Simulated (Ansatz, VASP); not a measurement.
## Ta: VASP beside Ansatz

INCAR

```
PREC = Accurate ; ENCUT = 520
EDIFF = 1E-6 ; ISMEAR = -1
SIGMA = 0.1 ; LREAL = False
LASPH = True ; NELM = 100
ALGO = Normal ; ISIF = 2
LWAVE = False ; LCHARG = False
NBANDS = 12
```

File KPOINTS:

```
regular mesh
0
Gamma
  22 22 22
```

Contents of POSCAR:

```
Ta
1.0
   -1.6276710318      1.6276710318      1.6276710318
    1.6276710318     -1.6276710318      1.6276710318
    1.6276710318      1.6276710318     -1.6276710318
Ta
1
Direct
    0.0000000000      0.0000000000      0.0000000000
```

Input for Ansatz:

```yaml
crystal:
  lattice:
    - [-1.6276710318, 1.6276710318, 1.6276710318]
    - [1.6276710318, -1.6276710318, 1.6276710318]
    - [1.6276710318, 1.6276710318, -1.6276710318]
  atoms:
    - { symbol: Ta, position: [0.0, 0.0, 0.0] }
hamiltonian:
  xc: lda
  pseudopotentials:
    kind: paw
    azcp:
      Ta: "pseudopotentials/Ta.paw.azcp"
basis:
  ecutwfc: 420
  fft_grid_basis: typed
kpoints:
  mp_grid: { grid: [22, 22, 22], shift: [0, 0, 0] }
magnetization:
  spin_polarized: false
scf:
  occupations: { method: fermi_dirac, width: 0.1 }
  lower_state_search: "off"
output:
  stress: true
```

Alike in both runs: task single point; functional LDA; k mesh 22 × 22 × 22; occupations fermi-dirac, width 0.1 eV; no spin polarisation.

|  | VASP | Ansatz |
| --- | --- | --- |
| version | VASP 6.6.1 | Ansatz 0.2.0 |
| potentials or method | VASP PAW LDA potentials, release 64 (Ta_pv) | plane waves (420 eV) with PAW, scalar-relativistic |
| plane-wave cutoff (eV) | 520 | 420 |
| valence electrons in the cell | 11 | 13 |

|  | VASP | Ansatz | Ansatz less VASP |
| --- | --- | --- | --- |
| pressure (GPa) | 0.6 | -0.3 | -0.85 |

The two sets of potentials don't hold the same shells in valence. Ansatz warned: «pseudo_functional_mismatch».

Spin-orbit coupling is left out, which matters for the levels of Ta.
